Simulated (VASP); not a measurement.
**Cu2O (Cuprite): band structure with TB-mBJ**

**Measured values to compare with.**

From “Importance of surface oxygen vacancies for ultrafast hot carrier relaxation and transport in Cu2O”, 2021, arxiv:2103.03167, for a bulk crystal of Cu2O: band gap 2.17 eV (direct).

Cu2O (Cuprite):

```
CELL_PARAMETERS angstrom
4.23113 0.00000 0.00000
0.00000 4.23113 0.00000
0.00000 0.00000 4.23113
ATOMIC_POSITIONS crystal
Cu 0.25000 0.25000 0.25000
Cu 0.25000 0.75000 0.75000
Cu 0.75000 0.75000 0.25000
Cu 0.75000 0.25000 0.75000
O 0.00000 0.00000 0.00000
O 0.50000 0.50000 0.50000
```

```json
{"Program": "VASP 6.6.1", "Task": "band structure", "Functional": "TB-mBJ", "Potentials or basis": "VASP PAW PBE potentials, release 64 (Cu, O)", "Cutoff": "520 eV", "k mesh": "6 × 6 × 6", "Occupations": "gaussian, width 0.03 eV", "Spin": "no spin polarisation", "Further INCAR settings": "ALGO = Normal; EDIFF = 1e-06; NBANDS = 37"}
```

```yaml
Band_gap_on_the_k_mesh: 0.84 eV, direct
Band_gap_along_the_path: 0.84 eV, direct
```

Levels at the corners of the path, in eV from the valence-band top:
```csv
point,band 26,band 27,band 28,band 29,band 30,band 31
Γ,0.00,0.00,0.00,0.84,1.75,1.75
X,-1.51,-0.32,-0.32,2.52,2.52,4.73
X,-1.51,-0.32,-0.32,2.52,2.52,4.73
M,-1.52,-0.61,-0.61,2.37,2.37,4.17
M,-1.52,-0.61,-0.61,2.37,2.37,4.17
Γ,0.00,0.00,0.00,0.84,1.75,1.75
Γ,0.00,0.00,0.00,0.84,1.75,1.75
R,-0.57,-0.57,-0.57,2.86,2.86,2.86
R,-0.57,-0.57,-0.57,2.86,2.86,2.86
X,-1.51,-0.32,-0.32,2.52,2.52,4.73
M,-1.52,-0.61,-0.61,2.37,2.37,4.17
R,-0.57,-0.57,-0.57,2.86,2.86,2.86
```

It took 92 s on 2 MPI ranks on Intel(R) Xeon(R) 6975P-C (Granite Rapids), on a shared host, peak memory 0.22 GiB a rank.

Measured gap of Cu2O: 2.17 eV (direct; quoted in “Importance of surface oxygen vacancies for ultrafast hot carrier relaxation and transport in Cu2O”, 2021, arxiv:2103.03167). This calculation gives 0.84 eV (-1.33 eV). So large a miss can be the level of theory's own, or it may mean another phase, state or a wrong row. The value is that of TB-mBJ, without temperature or zero-point motion.
